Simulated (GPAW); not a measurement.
Here is a GPAW 26.7.0 calculation.

File run.py:

```python
from ase import Atoms
from ase.dft.bandgap import bandgap
from ase.io import write
from ase.units import Bohr, GPa
from gpaw import GPAW, PW
from gpaw.elf import elf_from_dft_calculation

atoms = Atoms(['Ti', 'Al', 'Al', 'Al'],
              cell=[[-1.9111067713, 1.9111067713, 4.2806687947],
                    [1.9111067713, -1.9111067713, 4.2806687947],
                    [1.9111067713, 1.9111067713, -4.2806687947]],
              scaled_positions=[[0.0, 0.0, 0.0],
                                [0.25, 0.75, 0.5],
                                [0.75, 0.25, 0.5],
                                [0.5, 0.5, 0.0]],
              pbc=True)

calc = GPAW(mode=PW(600),
            xc='PBE',
            kpts={'size': (10, 10, 10), 'gamma': True},
            occupations={'name': 'fermi-dirac', 'width': 0.05},
            nbands=23,
            convergence={'density': 1e-05, 'energy': 1e-05},
            maxiter=150,
            txt='gpaw.txt')
atoms.calc = calc
energy = atoms.get_potential_energy()
forces = atoms.get_forces()
stress = atoms.get_stress()
calc.write('gs.gpw')
write('result.traj', atoms)
print(f'Energy: {energy:.6f} eV')
print('Forces (eV/A):')
print(forces.round(4))
print('Stress (GPa):', (stress / GPa).round(3))
print('Fermi level:', round(calc.get_fermi_level(), 4), 'eV')
print(f'Gap: {bandgap(calc)[0]:.4f} eV, direct: {bandgap(calc, direct=True)[0]:.4f} eV')

# fields on the real-space grid
write('density.cube', atoms, data=calc.get_pseudo_density() * Bohr**3)
write('potential.cube', atoms, data=calc.get_electrostatic_potential())
write('elf.cube', atoms, data=elf_from_dft_calculation(calc).data)
```

Potentials or basis: GPAW PAW data sets (gpaw-data 1.2.1), pw.

Command:

```console
$ OMP_NUM_THREADS=1 python run.py
```

(1) Estimate the band gap on the k mesh.

(2) Estimate the pressure.

Results:

(1) none (metal or under the smearing width).

(2) 2.2 GPa.
